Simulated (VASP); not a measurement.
# KCl in VASP: notebook

KCl is run at these levels: PBE; tasks: single point.

Program: VASP 6.6.1. These are calculated values, not measurements. Logs are shortened: lines on timing, memory, paths and dates and some standing lists are left out, and cuts for length are marked.

**The experiment to reproduce.**

A printed reference work, monograph reports, for a bulk crystal of KCl: band gap 8.68 eV.

The results are compared with them further down.

### 1 The cell of the first run

It takes space group Fm-3m (No. 225, cubic). The conventional cell has a = 6.293 Å, b = 6.293 Å, c = 6.293 Å, α = 90.00°, β = 90.00°, γ = 90.00°. K (site symmetry m-3m) has 6 Cl at 3.15 Å within 4.1 Å. Within 4.1 Å of Cl (site symmetry m-3m) lie 6 K at 3.15 Å.

### 2 Single point, PBE

INCAR

```
ALGO = Normal
EDIFF = 1E-6
ENCUT = 520
GGA = PE
ISIF = 2
ISMEAR = 0
LASPH = True
LCHARG = False
LREAL = False
LWAVE = False
NBANDS = 15
NELM = 80
PREC = Accurate
SIGMA = 0.1
```

KPOINTS

```
k-points
0
Gamma
  6 6 6
```

POSCAR

```
KCl
1.0
    0.0000000000      3.1464700000      3.1464700000
    3.1464700000      0.0000000000      3.1464700000
    3.1464700000      3.1464700000      0.0000000000
K Cl
1 1
Direct
    0.0000000000      0.0000000000      0.0000000000
    0.5000000000      0.5000000000      0.5000000000
```

Potentials or basis: VASP PAW PBE potentials, release 64 (K_sv, Cl).

Started as:

```bash
> cat potpaw_PBE.64/K_sv/POTCAR potpaw_PBE.64/Cl/POTCAR > POTCAR
> mpirun -np 1 vasp_std > vasp.out
```

OUTCAR:

```text
EDIFF = 1E-6
   ENCUT = 520
   GGA = PE
   ISIF = 2
   ISMEAR = 0
   LASPH = True
   LREAL = False
   NELM = 80
   PREC = Accurate

 ion  position               nearest neighbor table
   1  0.000  0.000  0.000-   2 3.15   2 3.15   2 3.15   2 3.15   2 3.15   2 3.15
   2  0.500  0.500  0.500-   1 3.15   1 3.15   1 3.15   1 3.15   1 3.15   1 3.15

  LATTYP: Found a face centered cubic cell.
 ALAT       =     6.2929400000

  Lattice vectors:

 A1 = (   0.0000000000,   3.1464700000,   3.1464700000)
 A2 = (   3.1464700000,   0.0000000000,   3.1464700000)
 A3 = (   3.1464700000,   3.1464700000,   0.0000000000)

Analysis of symmetry for initial positions (statically):
=====================================================================
 Subroutine PRICEL returns:
 Original cell was already a primitive cell.

 Routine SETGRP: Setting up the symmetry group for a
 face centered cubic supercell.

 Subroutine GETGRP returns: Found 48 space group operations
 (whereof 48 operations were pure point group operations)
 out of a pool of 48 trial point group operations.

The static configuration has the point symmetry O_h .

Analysis of symmetry for dynamics (positions and initial velocities):
=====================================================================
 Subroutine PRICEL returns:
 Original cell was already a primitive cell.

 Routine SETGRP: Setting up the symmetry group for a
 face centered cubic supercell.

 Subroutine GETGRP returns: Found 48 space group operations
 (whereof 48 operations were pure point group operations)
 out of a pool of 48 trial point group operations.

The dynamic configuration has the point symmetry O_h .

 Subroutine INISYM returns: Found 48 space group operations
 (whereof 48 operations are pure point group operations),
 and found     1 'primitive' translations

----------------------------------------------------------------------------------------

                                     Primitive cell

  volume of cell :      62.3018

  direct lattice vectors                    reciprocal lattice vectors
     0.000000000  3.146470000  3.146470000    -0.158908237  0.158908237  0.158908237
     3.146470000  0.000000000  3.146470000     0.158908237 -0.158908237  0.158908237
     3.146470000  3.146470000  0.000000000     0.158908237  0.158908237 -0.158908237

  length of vectors
     4.449780548  4.449780548  4.449780548     0.275237140  0.275237140  0.275237140

  position of ions in fractional coordinates (direct lattice)
     0.000000000  0.000000000  0.000000000
     0.500000000  0.500000000  0.500000000

  ion indices of the primitive-cell ions
[... 79 lines left out ...]
   EMIN   =  10.00;   EMAX   =-10.00  energy-range for DOS
   EFERMI =   0.00;   METHOD = LEGACY
   ISMEAR =     0;   SIGMA  =   0.10  broadening in eV -4-tet -1-fermi 0-gaus
   EFERMI_NEDOS =   21; number of points for ismear=-14 and -15
   IALGO  =     38    algorithm
   IMIX   =      4    mixing-type and parameters
     AMIX     =   0.40;   BMIX     =  1.00
     AMIX_MAG =   1.60;   BMIX_MAG =  1.00
  volume/ion in A,a.u.               =      31.15       210.22
  Fermi-wavevector in a.u.,A,eV,Ry     =   1.040594  1.966437 14.732871  1.082835
  Thomas-Fermi vector in A             =   2.175177
   LORBIT       =      0    0 simple, 1 ext, 2 COOP (PROOUT), +10 PAW based schemes
   GGA     = PE    functional components
   LHFCALC =     F    Hartree Fock is set to
   AEXX    =    0.0000 exact exchange contribution
   IVDW    =     0    specifies the selected vdW correction
   LEPSILON=     F    determine dielectric tensor
   LRPA    =     F    only Hartree local field effects (RPA)
 non-spin polarized calculation
 Gauss-broadening in eV      SIGMA  =   0.10
  energy-cutoff  :      520.00
  volume of cell :       62.30
 maximum number of plane-waves:      1694
 NGX is ok and might be reduce to    36
   NGX = 17   NGY = 17   NGZ = 17

 number of electron      16.0000001 magnetization

 Free energy of the ion-electron system (eV)
  ---------------------------------------------------
  ext. energy  EPLUGINS =         0.00000000
  ---------------------------------------------------
  free energy    TOTEN  =        -6.80385473 eV

  energy without entropy =       -6.80385473  energy(sigma->0) =       -6.80385473

 E-fermi :  -1.3400     XC(G=0):  -7.5391

 val. band max:       -1.8421366360   @ k =   0.0000   0.0000   0.0000
 cond. band min:       3.3447496836   @ k =   0.0000   0.0000   0.0000
 fundamental gap:      5.1868863196
 Fermi energy:        -1.3399693113

 k-point     1 :       0.0000    0.0000    0.0000
  band No.  band energies     occupation
      1     -29.0402      2.00000
      2     -13.9598      2.00000
      3     -12.5010      2.00000
      4     -12.5010      2.00000
      5     -12.5010      2.00000
      6      -1.8421      2.00000
      7      -1.8421      2.00000
      8      -1.8421      2.00000
      9       3.3447      0.00000
     10       6.5386      0.00000
     11       6.5386      0.00000
     12       6.5386      0.00000
     13       7.4152      0.00000
     14       7.4152      0.00000
[... 257 lines left out ...]
      2     -13.9334      2.00000
      3     -12.6211      2.00000
      4     -12.5780      2.00000
      5     -12.4464      2.00000
      6      -2.4139      2.00000
      7      -2.2647      2.00000
      8      -2.2005      2.00000
      9       5.4145      0.00000
     10       7.0855      0.00000
     11       7.2390      0.00000
     12       8.3304      0.00000
     13       9.1070      0.00000
     14       9.8660      0.00000
     15      10.4568      0.00000

------------------------ aborting loop because EDIFF is reached ----------------------------------------

  FORCE on cell =-STRESS in cart. coord.  units (eV):
  Direction    XX          YY          ZZ          XY          YZ          ZX
  --------------------------------------------------------------------------------------
  -------------------------------------------------------------------------------------
  Total        0.3046392      0.3046392      0.3046392      0.0000000      0.0000000      0.0000000
  in kB        7.8342163      7.8342163      7.8342163      0.0000000      0.0000000      0.0000000
  external PRESSURE =       7.8342163 kB  Pullay stress =       0.0000000 kB

 VOLUME and BASIS-vectors are now :
 -----------------------------------------------------------------------------
  energy-cutoff  :      520.00
  volume of cell :       62.30
      direct lattice vectors                 reciprocal lattice vectors
     0.000000000  3.146470000  3.146470000    -0.158908237  0.158908237  0.158908237
     3.146470000  0.000000000  3.146470000     0.158908237 -0.158908237  0.158908237
     3.146470000  3.146470000  0.000000000     0.158908237  0.158908237 -0.158908237

 POSITION                                       TOTAL-FORCE (eV/Angst)
 -----------------------------------------------------------------------------------
      0.00000      0.00000      0.00000         0.000000      0.000000      0.000000
      3.14647      3.14647      3.14647        -0.000000      0.000000     -0.000000
 -----------------------------------------------------------------------------------
    total drift:                                0.000000      0.000000      0.000000

  FREE ENERGIE OF THE ION-ELECTRON SYSTEM (eV)
  ---------------------------------------------------
  free  energy   TOTEN  =        -6.8038547328 eV

  energy  without entropy=       -6.8038547328  energy(sigma->0) =       -6.80385473
```

OSZICAR:

```text
N       E                     dE             d eps       ncg     rms          rms(c)
DAV:   1     0.104319506297E+03    0.10432E+03   -0.68752E+03   480   0.939E+02
DAV:   2    -0.632625465880E+00   -0.10495E+03   -0.96410E+02   609   0.238E+02
DAV:   3    -0.686959567412E+01   -0.62370E+01   -0.61965E+01   669   0.523E+01
DAV:   4    -0.709380400833E+01   -0.22421E+00   -0.22415E+00   724   0.873E+00
DAV:   5    -0.709522060018E+01   -0.14166E-02   -0.14166E-02   669   0.770E-01    0.333E+00
DAV:   6    -0.680519537723E+01    0.29003E+00   -0.41934E-01   592   0.326E+00    0.272E+00
DAV:   7    -0.679036809738E+01    0.14827E-01   -0.10338E-01   641   0.182E+00    0.157E+00
DAV:   8    -0.680252586281E+01   -0.12158E-01   -0.16053E-02   636   0.947E-01    0.178E-01
DAV:   9    -0.680327180712E+01   -0.74594E-03   -0.93605E-04   606   0.191E-01    0.956E-02
DAV:  10    -0.680384674334E+01   -0.57494E-03   -0.59837E-04   536   0.154E-01    0.197E-02
DAV:  11    -0.680385139575E+01   -0.46524E-05   -0.21351E-05   673   0.265E-02    0.539E-03
DAV:  12    -0.680385448325E+01   -0.30875E-05   -0.41896E-06   535   0.144E-02    0.481E-03
DAV:  13    -0.680385473279E+01   -0.24954E-06   -0.40284E-07   527   0.355E-03
   1 F= -.68038547E+01 E0= -.68038547E+01  d E =-.878156E-14
```

Wall time 25 s (1 thread of AMD EPYC 9R14 (Zen 4), shared host); peak memory 0.17 GiB.

Results:

| Quantity | Value |
| --- | --- |
| Free energy | -6.8039 eV |
| Pressure | 0.8 GPa |
| Band gap on the k mesh | 5.19 eV |

### 3 Single point, PBE

INCAR

```
SYSTEM = KCl
ALGO     = Normal         ! electronic algorithm
EDIFF    = 1E-6           ! SCF threshold, eV
ENCUT    = 520            ! plane-wave cutoff, eV
GGA      = PE             ! functional
ISIF     = 2              ! what is computed and relaxed
ISMEAR   = -1             ! smearing method
LASPH    = .TRUE.         ! aspherical terms in the spheres
LCHARG   = .FALSE.        ! write CHGCAR
LREAL    = .FALSE.        ! projectors in reciprocal space
LWAVE    = .FALSE.        ! write WAVECAR
NBANDS   = 15             ! bands
NELM     = 80             ! most SCF steps
PREC     = Accurate       ! precision mode
SIGMA    = 0.05           ! smearing width, eV
```

KPOINTS

```
k-points
0
G
  5 5 5
  0 0 0
```

POSCAR

```
KCl
1.0
    0.0000000000      3.1464700000      3.1464700000
    3.1464700000      0.0000000000      3.1464700000
    3.1464700000      3.1464700000      0.0000000000
K Cl
1 1
Direct
   -0.0111760000      0.0118590000     -0.0019720000
    0.4830260000      0.5020970000      0.5056370000
```

Potentials or basis: VASP PAW PBE potentials, release 64 (K_sv, Cl).

Started as:

```bash
> cat potpaw_PBE.64/K_sv/POTCAR potpaw_PBE.64/Cl/POTCAR > POTCAR
> mpirun -np 1 vasp_std > vasp.out
```

Run time: 75 s. Hardware: 1 thread of AMD EPYC 9R14 (Zen 4), shared host; peak memory 0.2 GiB.

Results (log left out):

| Property | Result |
| --- | --- |
| Free energy | -6.8022 eV |
| Pressure | 0.8 GPa |
| Largest force | 0.068 eV/Å |
| Band gap on the k mesh | 5.19 eV |

Forces in eV/Å, atoms in the order of the input:
```
K   -0.009  0.008 -0.066
Cl   0.009 -0.008  0.066
```

Levels at points of the mesh, in eV from the valence-band top:
| k point | band 5 | band 6 | band 7 | band 8 | band 9 | band 10 | band 11 | band 12 |
| --- | --- | --- | --- | --- | --- | --- | --- | --- |
| (0.00, 0.00, 0.00) | -10.66 | 0.00 | 0.00 | 0.00 | 5.19 | 8.38 | 8.38 | 8.38 |

### 4 Single point, PBE

INCAR

```
SYSTEM = KCl
ALGO     = Normal         ! electronic algorithm
EDIFF    = 1E-6           ! SCF threshold, eV
ENCUT    = 520            ! plane-wave cutoff, eV
GGA      = PE             ! functional
ISIF     = 2              ! what is computed and relaxed
ISMEAR   = -1             ! smearing method
LASPH    = .True.         ! aspherical terms in the spheres
LCHARG   = .False.        ! write CHGCAR
LREAL    = .False.        ! projectors in reciprocal space
LWAVE    = .False.        ! write WAVECAR
NBANDS   = 15             ! bands
NELM     = 100            ! most SCF steps
PREC     = Accurate       ! precision mode
SIGMA    = 0.025          ! smearing width, eV
```

KPOINTS

```
k-points
0
Gamma
  5 5 5
  0 0 0
```

POSCAR is that of step 3.

Started as:

```bash
> cat potpaw_PBE.64/K_sv/POTCAR potpaw_PBE.64/Cl/POTCAR > POTCAR
> mpirun -np 1 vasp_std > vasp.out
```

Run time: 75 s. Hardware: 1 thread of AMD EPYC 9R14 (Zen 4), shared host; peak memory 0.2 GiB.

Results (log left out):

| Quantity | Value |
| --- | --- |
| Free energy | -6.8022 eV |
| Pressure | 0.8 GPa |
| Largest force | 0.068 eV/Å |
| Band gap on the k mesh | 5.19 eV |

Forces on the atoms (eV/Å):
```
K   -0.009  0.008 -0.066
Cl   0.009 -0.008  0.066
```

Levels at points of the mesh, in eV from the valence-band top:
```csv
k point,band 5,band 6,band 7,band 8,band 9,band 10,band 11,band 12
"(0.00, 0.00, 0.00)",-10.66,0.00,0.00,0.00,5.19,8.38,8.38,8.38
```

A hybrid or GW would open this gap; PBE tends to underestimate it.

### 5 Single point, PBE

INCAR

```
PREC     = Accurate       # precision mode
ENCUT    = 520            # plane-wave cutoff, eV
EDIFF    = 1E-6           # SCF threshold, eV
ISMEAR   = -1             # smearing method
SIGMA    = 0.01           # smearing width, eV
LREAL    = False          # projectors in reciprocal space
LASPH    = True           # aspherical terms in the spheres
NELM     = 60             # most SCF steps
ALGO     = Normal         # electronic algorithm
ISIF     = 2              # what is computed and relaxed
LWAVE    = False          # write WAVECAR
LCHARG   = False          # write CHGCAR
GGA      = PE             # functional
NBANDS   = 15             # bands
```

KPOINTS

```
Automatic mesh
0
Gamma
  5 5 5
```

POSCAR is that of step 4.

Started as:

```bash
> cat potpaw_PBE.64/K_sv/POTCAR potpaw_PBE.64/Cl/POTCAR > POTCAR
> mpirun -np 1 vasp_std > vasp.out
```

Run time: 78 s. Hardware: 1 thread of AMD EPYC 9R14 (Zen 4), shared host; peak memory 0.2 GiB.

The run converged. Its results:

```yaml
Free_energy: -6.8022 eV
Pressure: 0.8 GPa
Largest_force: 0.068 eV/Å
Band_gap_on_the_k_mesh: 5.19 eV
```

Forces in eV/Å, atoms in the order of the input:
```
K   -0.009  0.008 -0.066
Cl   0.009 -0.008  0.066
```

Levels at points of the mesh, in eV from the valence-band top:
| k point | band 4 | band 5 | band 6 | band 7 | band 8 | band 9 | band 10 | band 11 | band 12 | band 13 |
| --- | --- | --- | --- | --- | --- | --- | --- | --- | --- | --- |
| (0.00, 0.00, 0.00) | -10.66 | -10.66 | 0.00 | 0.00 | 0.00 | 5.19 | 8.38 | 8.38 | 8.38 | 9.26 |

Expect the measured gap to be larger: semilocal functionals such as PBE lack the derivative discontinuity.

### 6 The runs side by side

| cell | k mesh | smearing | gap on the mesh (eV) | pressure (GPa) | largest force (eV/Å) |
| --- | --- | --- | --- | --- | --- |
| as given, atomic positions A | 6 × 6 × 6 | gaussian 0.1 eV | 5.19 | 0.8 | - |
| as given, atomic positions B | 5 × 5 × 5 | fermi-dirac 0.05 eV | 5.19 | 0.8 | 0.07 |
| as given, atomic positions B | 5 × 5 × 5 | fermi-dirac 0.025 eV | 5.19 | 0.8 | 0.07 |
| as given, atomic positions B | 5 × 5 × 5 | fermi-dirac 0.01 eV | 5.19 | 0.8 | 0.07 |

Alike in all rows: task single point; level PBE; potentials or basis VASP PAW PBE potentials, release 64 (K_sv, Cl); no spin polarisation; cutoff (eV) 520.

Total energies depend on the potentials used, so only differences within one code and one set of settings carry meaning.

### 7 Against experiment

Step 2. A measured gap of KCl is 8.68 eV (a printed reference work, monograph); the calculated 5.19 eV misses it by -3.49 eV. The value is that of PBE, without temperature or zero-point motion. Semilocal functionals fall short of measured gaps as a rule.
